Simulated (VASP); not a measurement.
N, 1 atom in the cell. Symmetry: Fm-3m, No. 225, cubic system. Conventional cell: a = 3.108 Å, b = 3.108 Å, c = 3.108 Å, α = 90.00°, β = 90.00°, γ = 90.00°. Around N (site symmetry m-3m) lie 12 N at 2.20 Å. The real solid is made of molecules; this cell is a model form.

- Program: VASP 6.6.1
- Task: single point
- Functional: r2SCAN
- Potentials or basis: VASP PAW PBE potentials, release 64 (N)
- Cutoff: 520 eV
- k mesh: 10 × 10 × 10
- Occupations: fermi-dirac, width 0.1 eV
- Spin: no spin polarisation
- Dipole correction: no
- Further INCAR settings: ALGO = Normal; EDIFF = 1e-06; NBANDS = 8

Potentials or basis: VASP PAW PBE potentials, release 64 (N).

The run is started by

```bash
$ cat potpaw_PBE.64/N/POTCAR > POTCAR
$ cp INCAR.step1 INCAR
$ mpirun -np 1 vasp_std > vasp.out
$ cp INCAR.step2 INCAR
$ mpirun -np 1 vasp_std > vasp.out
```

Hardware: 1 thread of Intel(R) Xeon(R) 6975P-C (Granite Rapids), on a shared host.

Problem. How long does it take, and how much memory?

Solution. Run time: 3.8 s on 1 thread of Intel(R) Xeon(R) 6975P-C (Granite Rapids), on a shared host, peak memory 0.1 GiB. Counts: scf iterations 9, k points 47.
